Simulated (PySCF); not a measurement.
## Atomic charges by several schemes

Spiropentane, C₅H₈.
Atom-mapped SMILES: `[CH2:1]1[CH2:2][C:3]12[CH2:4][CH2:5]2` (hydrogens: H6, H7 on C1; H8, H9 on C2; H10, H11 on C4; H12, H13 on C5)

Structure used (PBE0-D3(BJ)/def2-TZVP), in Å, numbered top down from 1:
```
atom  x, y, z in Å
C1     1.398   -0.465    0.036
C2     0.905    0.449   -1.072
C3     0.001   -0.001   -0.001
C4    -0.961    0.612    0.931
C5    -1.341   -0.600    0.101
H6     1.605   -1.498   -0.221
H7     2.064   -0.039    0.778
H8     0.790    0.019   -2.061
H9     1.246    1.478   -1.062
H10   -0.813    0.466    1.995
H11   -1.404    1.565    0.661
H12   -1.445   -1.547    0.618
H13   -2.038   -0.451   -0.717
```

Density: PBE0/pcSseg-2 (PySCF); schemes: Mulliken, IAO, Hirshfeld and ESP-fitted. Isolated species at its PBE0-D3(BJ)/def2-TZVP geometry, gas phase.

**Question.** Give the atomic charges in each scheme.

**Answer.** In e; atoms taken as equivalent share a row and are averaged (×n: the atom named and its like, n in all):

```
       atom                    environment  Mulliken     IAO  Hirshfeld  ESP-fitted
C1/C2/C4/C5     three-membered-ring carbon    -0.106  -0.302     -0.095      -0.335
         C3  sp3 carbon at a ring junction    +0.008  +0.001     -0.018      +0.326
    H6 (×8)             methylene hydrogen    +0.052  +0.151     +0.050      +0.127
```

Mean size of the charges over all atoms: ESP-fitted 0.206 e, IAO 0.186 e, Mulliken 0.065 e, Hirshfeld 0.061 e. Each set sums to the total charge, 0, to within 0.001 e. The ESP scheme is a least-squares fit of atom-centred charges to the potential on four shells outside the van der Waals surface, with the total charge fixed.

Lowest charge. All schemes agree: Mulliken C1/C2/C4/C5 (-0.106); IAO C1/C2/C4/C5 (-0.302); Hirshfeld C1/C2/C4/C5 (-0.095); ESP-fitted C1/C2/C4/C5 (-0.335).

Highest charge. The schemes don't all agree: Mulliken H6 (×8) (+0.052); IAO H6 (×8) (+0.151); Hirshfeld H6 (×8) (+0.050); ESP-fitted C3 (+0.326).

**Question.** How many electrons does the Hirshfeld scheme count on C2?

**Answer.** Its own charge is -0.095 e, so Z − q = 6.095.

**Question.** Sum the charges by element.

**Answer.** 
```
element  atoms  Mulliken     IAO  Hirshfeld  ESP-fitted
      C      5    -0.416  -1.208     -0.398      -1.013
      H      8    +0.416  +1.209     +0.398      +1.013
```

The run behind these numbers computed NMR shieldings as well. Hardware: Intel Xeon at 2.50 GHz, 2 threads (shared host). Cost: 77 s wall, 2.5 min CPU (with the writing of density and orbital grids), 1.9 GiB resident at most.
